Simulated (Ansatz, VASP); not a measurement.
**SiC: VASP beside Ansatz**

```
CELL_PARAMETERS angstrom
0.00000 2.02866 2.02866
2.02866 0.00000 2.02866
2.02866 2.02866 0.00000
ATOMIC_POSITIONS crystal
Si 0.00000 0.00000 0.00000
C 0.50000 0.50000 0.50000
```

Alike in both runs: task relaxation of cell and atoms; functional LDA; k mesh 18 × 18 × 18; occupations gaussian, width 0.1 eV; no spin polarisation.

```csv
,VASP,Ansatz
version,VASP 6.6.1,Ansatz 0.2.0
potentials or method,"VASP PAW LDA potentials, release 64 (Si, C)","scalar-relativistic, plane waves, PAW"
plane-wave cutoff (eV),600,420
valence electrons in the cell,8,8
```

|  | VASP | Ansatz | Ansatz less VASP |
| --- | --- | --- | --- |
| gap on the k mesh at the Fermi level, each at its own relaxed structure (eV) | none | none | - |
| relaxed volume (Å³/atom) | 8.06 | 8.04 | -0.016 |
| relaxed cell length with the largest relative difference (Å) | 2.835 | 2.833 | -0.0019 |
| energy change over the relaxation (meV/atom) | -8 | -9 | -0.9 |

A gap of «none» marks a metal or a gap that the smearing closes.
